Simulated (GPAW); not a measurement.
Here is a GPAW 26.7.0 calculation.

The input run.py:

```python
from ase.dft.bandgap import bandgap
from ase.io import write
from ase.spacegroup import crystal
from gpaw import GPAW, PW
from gpaw.response.df import DielectricFunction

# In 4a
# P 4c
atoms = crystal(['In', 'P'],
                basis=[[0.0, 0.0, 0.0],
                       [0.25, 0.25, 0.25]],
                spacegroup=216, setting=1,  # F-43m
                cellpar=[5.861, 5.861, 5.861, 90.0, 90.0, 90.0],
                primitive_cell=True)

calc = GPAW(mode=PW(600),
            xc='PBE',
            kpts={'size': (6, 6, 6), 'gamma': True},
            occupations={'name': 'fermi-dirac', 'width': 0.05},
            nbands=18,
            convergence={'density': 1e-06},
            maxiter=75,
            txt='gpaw.txt')
atoms.calc = calc
energy = atoms.get_potential_energy()
calc.write('gs.gpw')
write('result.traj', atoms)
print(f'Energy: {energy:.6f} eV')
print('Fermi level:', round(calc.get_fermi_level(), 4), 'eV')
print(f'Gap: {bandgap(calc)[0]:.4f} eV, direct: {bandgap(calc, direct=True)[0]:.4f} eV')

dense = calc.fixed_density(kpts={'size': (20, 20, 20), 'gamma': True},
                           nbands=31, convergence={'bands': 25},
                           update_fermi_level=True, txt='dense.txt')
dense.write('dense.gpw', mode='all')

df = DielectricFunction('dense.gpw', frequencies={'type': 'nonlinear', 'domega0': 0.1, 'omega2': 10},
                        eta=0.1, ecut=40, nbands=25, intraband=False, txt='df.txt')
for direction in ['x']:
    df.get_dielectric_function(xc='LR0.2', direction=direction, filename=f'df_{direction}.csv')
    e0, e = df.get_macroscopic_dielectric_constant(xc='LR0.2', direction=direction)
    print(f'{direction}: static eps {e0:.4f} without, {e:.4f} with local fields')
```

Potentials or basis: GPAW PAW data sets (gpaw-data 1.2.1), pw.

The run is started by

```bash
$ OMP_NUM_THREADS=1 python run.py
```

Task: Estimate the band gap on the k mesh.

Result: 0.71 eV, direct.

Dielectric function (mean over the directions given):
```csv
energy (eV),real part,imaginary part
0.30,12.38,0.17
0.72,12.85,1.40
1.15,13.20,2.63
1.60,14.32,3.75
2.06,16.20,6.15
2.42,15.11,12.25
2.91,6.74,12.38
3.43,7.66,10.88
3.82,9.00,12.10
4.37,-2.60,17.91
4.79,-3.91,9.23
5.38,-2.72,6.67
5.99,-3.49,6.75
6.47,-3.32,4.47
7.12,-2.84,3.07
7.63,-2.38,2.63
8.34,-1.81,2.19
8.89,-1.63,1.64
9.66,-1.22,1.31
10.46,-1.03,1.05
11.09,-0.81,0.76
11.96,-0.49,0.55
12.65,-0.25,0.50
13.60,-0.14,0.45
14.61,0.08,0.33
15.39,0.23,0.26
16.50,0.37,0.39
17.36,0.37,0.34
18.58,0.44,0.32
19.87,0.44,0.32
```

Caveat: with so narrow a direct gap the onset needs a denser k mesh; the long-wavelength limit can be off by a per cent or two; independent-particle spectra lack excitons; spin-orbit coupling is left out, which moves the levels of the heavy elements. A k mesh can miss the band edges.
